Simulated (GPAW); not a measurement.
The system is WS2, a slab with vacuum.

```
W S
1.0
     3.18352    0.00000    0.00000
    -1.59176    2.75701    0.00000
     0.00000    0.00000   16.95058
W S
1 2
Direct
  0.00000 0.00000 0.00000
  0.33333 0.66667 0.09200
  0.33333 0.66667 0.90800
```

Base run:

* Program: GPAW 26.7.0
* Functional: PBEsol
* Potentials or basis: PAW data sets generated in the run's folder for this functional
* Cutoff: 600 eV
* Basis: pw
* k mesh: 10 × 10 × 2
* Occupations: fermi-dirac, width 0.05 eV
* Spin: no spin polarisation

Its results: band gap on the k mesh 1.98 eV, indirect (least direct gap 2.14 eV); largest force 0.120 eV/Å.

The run is repeated on the same cell with these changes: cutoff from 600 eV to 450 eV; k mesh from 10 × 10 × 2 to 8 × 8 × 2. What comes out?

Band gap on the k mesh 2.05 eV, indirect (least direct gap 2.24 eV); largest force 0.120 eV/Å.

Caveats: spin-orbit coupling is left out, which moves the levels of the heavy elements; the cutoff is short for stress and forces, so pressures can be off by a GPa or more (some runs).

A k mesh can miss the band edges.
